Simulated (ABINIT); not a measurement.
# KCl (Sylvite): one start, several treatments of the self-energy, part 2 of 2

Wanted: the gap of KCl (Sylvite) under several approximations, with cost.

ABINIT 10.8.3; PBE and many-body steps on it, plane waves. Known limits of the many-body steps: not at the basis limit.

So far. Step 6 (G0W0, von der Linden-Horsch plasmon pole): Against G0W0 in ABINIT (4×4×4 mesh, 384 bands, screening to 266.7 eV, Godby-Needs plasmon pole), the gap moves by +0.376 eV. Step 7 (G0W0, Engel-Farid plasmon pole): Against G0W0 in ABINIT (4×4×4 mesh, 384 bands, screening to 266.7 eV, Godby-Needs plasmon pole), the gap moves by +0.205 eV.

### Step 8. One-shot Hartree-Fock

This step: one-shot Hartree-Fock on PBE, plane waves, norm-conserving pseudopotentials.

run.abi

```
acell 3*1.0 Angstrom
rprim 
  -0.000000000000 3.146470000000 3.146470000000
  3.146470000000 0.000000000000 3.146470000000
  3.146470000000 3.146470000000 -0.000000000000
ntypat 2
znucl 19 17
natom 2
typat 1 2
xred 
  0.000000000000 0.000000000000 0.000000000000
  0.500000000000 0.500000000000 0.500000000000
pp_dirpath "pseudos"
pseudos "K.upf, Cl.upf"
ecut 33
ngkpt 4 4 4
nshiftk 1
shiftk 0 0 0
kptopt 1
chksymbreak 0
istwfk *1
occopt 1
irdwfk 1
optdriver 4
nband 12
gwcalctyp 5
ecutsigx 33
symsigma 1
nkptgw 1
kptgw 
  0.0000000000 0.0000000000 0.0000000000
bdgw 
  6 12
ixc_sigma 40
fftgw 31
indata_prefix "in"
outdata_prefix "out"
tmpdata_prefix "tmp"
```

On the command line:

```sh
$ OMP_NUM_THREADS=1 mpirun -n 4 abinit run.abi > log
```

Log:

```text
.Version 10.8.3 of ABINIT. v10.8.2 released Aug 2026.

 Symmetries : space group Fm -3 m (#225); Bravais cF (face-center cubic)
[... echo of the input left out ...]
== DATASET  1 ==================================================================
-   mpi_nproc: 4, omp_nthreads: 1 (-1 if OMP is not activated)

--- !DatasetInfo
iteration_state: {dtset: 1, }
dimensions: {natom: 2, nkpt: 8, mband: 12, nsppol: 1, nspinor: 1, nspden: 1, mpw: 3839, }
cutoff_energies: {ecut:  33.0, pawecutdg:  -1.0, }
[...]
10   8.135  -8.956  -4.051   0.000   1.000   0.000  -4.051   4.905  13.041
       11   8.135  -8.956  -4.051   0.000   1.000   0.000  -4.051   4.905  13.041
       12   8.135  -8.956  -4.051   0.000   1.000   0.000  -4.051   4.905  13.041

== END DATASET(S) ==============================================================
================================================================================

 -outvars: echo values of variables after computation  --------
           etotal      0.0000000000E+00
            nband          12
             nkpt           8
          spgroup         225
 [... the other variables as echoed above ...]

 Calculation completed.
```

Wall time 2.6 s (4 MPI ranks of Arm Neoverse V1, shared host); peak memory 0.17 GiB.

Numbers from this step:

- quasiparticle gap on the points computed: 13.42 eV
- starting gap on the mesh: 5.190 eV
- k of the valence top: 0, 0, 0
- k of the conduction bottom: 0, 0, 0
- least direct quasiparticle gap on the computed points: 13.42 eV

Against G0W0 in ABINIT (4×4×4 mesh, 384 bands, screening to 266.7 eV, Godby-Needs plasmon pole), the gap moves by +5.226 eV.

### Step 9. Screening, 4×4×4 mesh, 384 bands, screening to 266.7 eV

This step: RPA screening on PBE, plane waves, norm-conserving pseudopotentials.

Edit run.abi of step 8 so:

```diff
@@ -23,14 +23,14 @@
 irdwfk 1
-optdriver 4
-nband 12
-gwcalctyp 5
-ecutsigx 33
-symsigma 1
-nkptgw 1
-kptgw 
-  0.0000000000 0.0000000000 0.0000000000
-bdgw 
-  6 12
-ixc_sigma 40
-fftgw 31
+optdriver 3
+nband 384
+ecuteps 9.8
+inclvkb 2
+awtr 1
+symchi 1
+gwcalctyp 2
+nfreqre 16
+freqremax 40 eV
+nfreqim 8
+spmeth 1
+nomegasf 120
 indata_prefix "in"
```

Log:

```text
.Version 10.8.3 of ABINIT. v10.8.2 released Aug 2026.

 Symmetries : space group Fm -3 m (#225); Bravais cF (face-center cubic)
[... echo of the input left out ...]
== DATASET  1 ==================================================================
-   mpi_nproc: 4, omp_nthreads: 1 (-1 if OMP is not activated)

--- !DatasetInfo
iteration_state: {dtset: 1, }
dimensions: {natom: 2, nkpt: 8, mband: 384, nsppol: 1, nspinor: 1, nspden: 1, mpw: 3839, }
cutoff_energies: {ecut:  33.0, pawecutdg:  -1.0, }
electrons: {nelect:   1.60000000E+01, charge:   0.00000000E+00, occopt:   1.00000000E+00, tsmear:   1.00000000E-02, }

 SCREENING: Calculation of the susceptibility and dielectric matrices

 Based on a program developped by R.W. Godby, V. Olevano, G. Onida, and L. Reining.
 Incorporated in ABINIT by V. Olevano, G.-M. Rignanese, and M. Torrent.
.Using double precision arithmetic ; gwpc =  8

[... cell and pseudopotentials left out ...]
--------------------------------------------------------------------------------

 ==== K-mesh for the wavefunctions ====
 Number of points in the irreducible wedge :     8
[... list of points left out ...]
 Together with 48 symmetry operations and time-reversal symmetry
 yields    64 points in the full Brillouin Zone.

 ==== Q-mesh for the screening function ====
 Number of points in the irreducible wedge :     8
[... list of points left out ...]
 Together with 48 symmetry operations and time-reversal symmetry
 yields    64 points in the full Brillouin Zone.

 setmesh: FFT mesh size selected  =    36x   36x   36
          total number of points  =        46656

 vcoul_init : cutoff-mode = AUXILIARY_FUNCTION
 q-points for optical limit:   1
     1)      0.000010    0.000020    0.000030

- screening: taking advantage of time-reversal symmetry
- Maximum band index for partially occupied states nbvw = 8
- Remaining bands to be divided among processors   nbcw = 376
- Number of bands treated by each node ~94

 Number of electrons calculated from density =   16.0000; Expected =   16.0000
 average of density, n =  0.038056
 r_s =    1.8443
 omega_plasma =   18.8177 [eV]

 calculating chi0 at frequencies [eV] :
  1    0.000000E+00    0.000000E+00
  2    2.666667E+00    0.000000E+00
  3    5.333333E+00    0.000000E+00
[...]
23    0.000000E+00    4.792545E+01
 24    0.000000E+00    6.747955E+01

--------------------------------------------------------------------------------
  q-point number  1        q = ( 0.000000, 0.000000, 0.000000) [r.l.u.]
--------------------------------------------------------------------------------
[... chi0 elements left out ...]
  [... further frequencies ...]

 No. of calculated frequencies >  15, stop printing
 For q-point:  0.000010 0.000020 0.000030
  dielectric constant =   2.1923
  dielectric constant without local fields =   2.6065

  Average fulfillment of the sum rule on Im[epsilon] for q-point    1 :     86.86  [%]
[... wings left out ...]
  q-point number  2        q = ( 0.250000, 0.000000, 0.000000) [r.l.u.]
--------------------------------------------------------------------------------
[... chi0 elements left out ...]
  [... further frequencies ...]

 No. of calculated frequencies >  15, stop printing
  Average fulfillment of the sum rule on Im[epsilon] for q-point    2 :     88.01  [%]

 [... 6 further q-points ...]
```

It took 11 min on 4 MPI ranks; peak memory 4.5 GiB; 46 min of CPU time.

This step gave:

* ε∞ with local fields, on this mesh, along the program's q direction: 2.192
* the same without local fields: 2.607
* plasma frequency: 18.82 eV
* plane waves in the screening matrix: 609

### Step 10. G0W0, contour deformation

This step: G0W0 on PBE, plane waves, norm-conserving pseudopotentials.

Edit run.abi of step 9 so:

```diff
@@ -23,14 +23,15 @@
 irdwfk 1
-optdriver 3
+optdriver 4
 nband 384
+gwcalctyp 2
+ecutsigx 33
+symsigma 1
+nkptgw 1
+kptgw 
+  0.0000000000 0.0000000000 0.0000000000
+bdgw 
+  6 12
 ecuteps 9.8
-inclvkb 2
-awtr 1
-symchi 1
-gwcalctyp 2
-nfreqre 16
-freqremax 40 eV
-nfreqim 8
-spmeth 1
-nomegasf 120
+irdscr 1
+gwmem 01
 indata_prefix "in"
```

Log:

```text
.Version 10.8.3 of ABINIT. v10.8.2 released Aug 2026.

 Symmetries : space group Fm -3 m (#225); Bravais cF (face-center cubic)
[... echo of the input left out ...]
== DATASET  1 ==================================================================
-   mpi_nproc: 4, omp_nthreads: 1 (-1 if OMP is not activated)

--- !DatasetInfo
iteration_state: {dtset: 1, }
dimensions: {natom: 2, nkpt: 8, mband: 384, nsppol: 1, nspinor: 1, nspden: 1, mpw: 3839, }
cutoff_energies: {ecut:  33.0, pawecutdg:  -1.0, }
[...]
7  -0.231 -14.148 -18.664   1.623   0.793  -0.261 -16.443  -2.295  -2.527
[...]
12   8.135  -8.956  -4.051  -3.108   0.858  -0.166  -7.414   1.543   9.678
       12   0.000   0.000   0.000  -0.001   0.000   0.000  -0.001  -0.001  -0.001

== END DATASET(S) ==============================================================
================================================================================

 -outvars: echo values of variables after computation  --------
           etotal      0.0000000000E+00
            nband         384
             nkpt           8
          spgroup         225
 [... the other variables as echoed above ...]

 Calculation completed.
```

Wall time 59 s (4 MPI ranks); peak memory 3.2 GiB.

Numbers from this step:

```yaml
g0w0_gap_on_the_points_computed: 8.123 eV
starting_gap_on_the_mesh: 5.190 eV
k_of_the_valence_top: 0, 0, 0
k_of_the_conduction_bottom: 0, 0, 0
least_direct_g0w0_gap_on_the_computed_points: 8.123 eV
```

Against G0W0 in ABINIT (4×4×4 mesh, 384 bands, screening to 266.7 eV, Godby-Needs plasmon pole), the gap moves by −0.067 eV.

### Step 11. Screening, 4×4×4 mesh, 384 bands, screening to 266.7 eV

This step: RPA screening on PBE, plane waves, norm-conserving pseudopotentials.

Edit run.abi of step 10 so:

```diff
@@ -23,15 +23,11 @@
 irdwfk 1
-optdriver 4
+optdriver 3
 nband 384
-gwcalctyp 2
-ecutsigx 33
-symsigma 1
-nkptgw 1
-kptgw 
-  0.0000000000 0.0000000000 0.0000000000
-bdgw 
-  6 12
 ecuteps 9.8
-irdscr 1
-gwmem 01
+inclvkb 2
+awtr 1
+symchi 1
+gwcalctyp 1
+nfreqre 0
+nfreqim 16
 indata_prefix "in"
```

Log:

```text
.Version 10.8.3 of ABINIT. v10.8.2 released Aug 2026.

 Symmetries : space group Fm -3 m (#225); Bravais cF (face-center cubic)
[... echo of the input left out ...]
== DATASET  1 ==================================================================
-   mpi_nproc: 4, omp_nthreads: 1 (-1 if OMP is not activated)

--- !DatasetInfo
iteration_state: {dtset: 1, }
dimensions: {natom: 2, nkpt: 8, mband: 384, nsppol: 1, nspinor: 1, nspden: 1, mpw: 3839, }
cutoff_energies: {ecut:  33.0, pawecutdg:  -1.0, }
[...]
No. of calculated frequencies >  15, stop printing
 For q-point:  0.000010 0.000020 0.000030
  dielectric constant =   2.1775
  dielectric constant without local fields =   2.5858

  Average fulfillment of the sum rule on Im[epsilon] for q-point    1 :     86.85  [%]
[... wings left out ...]
  q-point number  2        q = ( 0.250000, 0.000000, 0.000000) [r.l.u.]
--------------------------------------------------------------------------------
[... chi0 elements left out ...]
  [... further frequencies ...]

 No. of calculated frequencies >  15, stop printing
  Average fulfillment of the sum rule on Im[epsilon] for q-point    2 :     88.00  [%]

 [... 6 further q-points ...]
```

The job ended after 24 min (4 MPI ranks; peak memory 3.3 GiB; 1.6 h of CPU time).

This step gave:

```
ε∞ with local fields, on this mesh, along the program's q direction : 2.178
the same without local fields                                       : 2.586
plasma frequency                                                    : 18.82 eV
plane waves in the screening matrix                                 : 609
```

### Step 12. G0W0, analytic continuation

This step: G0W0 on PBE, plane waves, norm-conserving pseudopotentials.

Edit run.abi of step 11 so:

```diff
@@ -23,11 +23,16 @@
 irdwfk 1
-optdriver 3
+optdriver 4
 nband 384
+gwcalctyp 1
+ecutsigx 33
+symsigma 1
+nkptgw 1
+kptgw 
+  0.0000000000 0.0000000000 0.0000000000
+bdgw 
+  6 12
 ecuteps 9.8
-inclvkb 2
-awtr 1
-symchi 1
-gwcalctyp 1
-nfreqre 0
-nfreqim 16
+irdscr 1
+nomegasi 12
+omegasimax 25 eV
 indata_prefix "in"
```

Log:

```text
.Version 10.8.3 of ABINIT. v10.8.2 released Aug 2026.

 Symmetries : space group Fm -3 m (#225); Bravais cF (face-center cubic)
[... echo of the input left out ...]
== DATASET  1 ==================================================================
-   mpi_nproc: 4, omp_nthreads: 1 (-1 if OMP is not activated)

--- !DatasetInfo
iteration_state: {dtset: 1, }
dimensions: {natom: 2, nkpt: 8, mband: 384, nsppol: 1, nspinor: 1, nspden: 1, mpw: 3839, }
cutoff_energies: {ecut:  33.0, pawecutdg:  -1.0, }
[...]
7  -2.595 -14.148 -18.664   1.472   0.792  -0.262 -16.471  -2.323  -4.918
[...]
12   5.772  -8.956  -4.051  -3.143   0.870  -0.149  -7.434   1.523   7.294
       12   0.000   0.000   0.000  -0.020  -0.006  -0.008  -0.030  -0.030  -0.030

== END DATASET(S) ==============================================================
================================================================================

 -outvars: echo values of variables after computation  --------
           etotal      0.0000000000E+00
            nband         384
             nkpt           8
          spgroup         225
 [... the other variables as echoed above ...]

 Calculation completed.
```

The job ended after 54 s (4 MPI ranks; peak memory 4.4 GiB; 3.6 min of CPU time).

This step gave:

- G0W0 gap on the points computed: 8.112 eV
- starting gap on the mesh: 5.190 eV
- k of the valence top: 0, 0, 0
- k of the conduction bottom: 0, 0, 0
- least direct G0W0 gap on the computed points: 8.112 eV

Against G0W0 in ABINIT (4×4×4 mesh, 384 bands, screening to 266.7 eV, Godby-Needs plasmon pole), the gap moves by −0.078 eV.

### Step 13. The runs together

Times are wall times on 4 MPI ranks of Arm Neoverse V1, shared host, good to a factor of about two. A run's time includes the screening step that it read.

| run | mesh | bands | screening cutoff (eV) | DFT gap (eV) | gap on the mesh (eV) | direct (eV) | ε∞ used | time |
| --- | --- | --- | --- | --- | --- | --- | --- | --- |
| G0W0, Godby-Needs plasmon pole | 4×4×4 | 384 | 266.7 | 5.190 | 8.190 | 8.190 | 2.18 | 5.6 min |
| G0W0, Hybertsen-Louie plasmon pole | 4×4×4 | 384 | 266.7 | 5.190 | 8.600 | 8.600 | 2.18 | 5.6 min |
| G0W0, von der Linden-Horsch plasmon pole | 4×4×4 | 384 | 266.7 | 5.190 | 8.566 | 8.566 | 2.18 | 4.7 min |
| G0W0, Engel-Farid plasmon pole | 4×4×4 | 384 | 266.7 | 5.190 | 8.395 | 8.395 | 2.18 | 4.7 min |
| one-shot Hartree-Fock | 4×4×4 | - | - | 5.190 | 13.416 | 13.416 | - | 2.6 s |
| G0W0, contour deformation | 4×4×4 | 384 | 266.7 | 5.190 | 8.123 | 8.123 | 2.19 | 12 min |
| G0W0, analytic continuation | 4×4×4 | 384 | 266.7 | 5.190 | 8.112 | 8.112 | 2.18 | 24 min |

### Step 14. Outcome

```yaml
g0w0_godby_needs_plasmon_pole: 8.190 eV
g0w0_hybertsen_louie_plasmon_pole: 8.600 eV
g0w0_von_der_linden_horsch_plasmon_pole: 8.566 eV
g0w0_engel_farid_plasmon_pole: 8.395 eV
one_shot_hartree_fock: 13.416 eV
g0w0_contour_deformation: 8.123 eV
g0w0_analytic_continuation: 8.112 eV
known_limits: not at the basis limit
```

What this shows: G0W0, Hybertsen-Louie plasmon pole: +0.410 eV against G0W0, Godby-Needs plasmon pole. G0W0, von der Linden-Horsch plasmon pole: +0.376 eV against G0W0, Godby-Needs plasmon pole. G0W0, Engel-Farid plasmon pole: +0.205 eV against G0W0, Godby-Needs plasmon pole. One-shot Hartree-Fock: +5.226 eV against G0W0, Godby-Needs plasmon pole. G0W0, contour deformation: −0.067 eV against G0W0, Godby-Needs plasmon pole. G0W0, analytic continuation: −0.078 eV against G0W0, Godby-Needs plasmon pole. Bare exchange alone opens the gap to 13.42 eV; against G0W0, correlation takes back 5.23 eV. Bands and cutoff are finite, so the gap is not at the basis limit. The miss can reach some tenths of an eV and take either sign; the mesh is an error of its own. In the G0W0 runs levels were corrected at 1 k point alone, so a gap called «on the mesh» is the least over those, and an edge elsewhere would be missed.

[Paths, hosts, dates, memory and timing lines, banners, echoed tables and standing remarks are left out of the program output.]

[Logs are printed without paths, hosts, clocks, repeated set-up lines and the standing remarks that a program may print on its own settings, such as how far it seeks lower states.]

[Runs of the session that timed out or met a known fault of the program may be left out.]

[Hosts, paths, dates, database ids (printed as entryN), source tags and the programs' standing remarks are cut or masked in the printed files.]

[G0W0 gaps are taken among the corrected bands and points alone; a level outside them can change the order at an edge.]

[Where Ansatz stands beside ABINIT at settings called matched, ABINIT's density can come from a denser mesh and the files from another edition; pairs whose starting gaps differed by over 0.03 eV were left out, so agreement reads better than it is.]
